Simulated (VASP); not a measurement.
## VASP inputs for BaO (strained rocksalt)

INCAR

```
ENCUT = 520
METAGGA = R2SCAN
LELF = .TRUE.
NSW = 0
NELM = 120
LREAL = .FALSE.
LWAVE = .FALSE.
LASPH = .TRUE.
IBRION = -1
EDIFF = 1E-7
PREC = Accurate
SIGMA = 0.01
ISMEAR = 0
LCHARG = .TRUE.
NBANDS = 15
ISIF = 2
ALGO = Normal
```

KPOINTS

```
KPOINTS created by Atomic Simulation Environment
0
Gamma
8 8 8
0 0 0
```

KPOINTS_OPT

```
special points
7
Reciprocal
0.0000000000 0.0000000000 0.0000000000 1
0.5000000000 0.0000000000 0.5000000000 1
0.6250000000 0.2500000000 0.6250000000 1
0.3750000000 0.3750000000 0.7500000000 1
0.5000000000 0.5000000000 0.5000000000 1
0.5000000000 0.2500000000 0.7500000000 1
0.0000000000 0.5000000000 0.5000000000 1
```

POSCAR

```
Ba O
 1.0000000000000000
     0.0000000000000000    2.7165038279000000    2.7165038279000000
     2.7165038279000000    0.0000000000000000    2.7165038279000000
     2.7165038279000000    2.7165038279000000    0.0000000000000000
 Ba  O
   1   1
Cartesian
  0.0000000000000000  0.0000000000000000  0.0000000000000000
  2.7165038279000000  2.7165038279000000  2.7165038279000000
```

VASP ran with the recommended PBE PAW datasets (16 valence electrons in the cell).

Task: What does this run give?

Result: gap between bands v and c 2.09 eV; least direct gap 2.09 eV; pressure 7.4 GPa.

Band v is the last that the valence electrons fill when counted band by band, and c is the next. Levels in eV from the top of v:

```tsv
point	v−1	v	c	c+1
Γ	-0.54	-0.54	4.39	5.07
X	-0.27	0.00	2.09	6.80
K	-0.94	-0.18	3.66	7.14
L	-1.80	-1.80	5.36	7.82
W	-0.26	-0.26	4.97	4.97
```
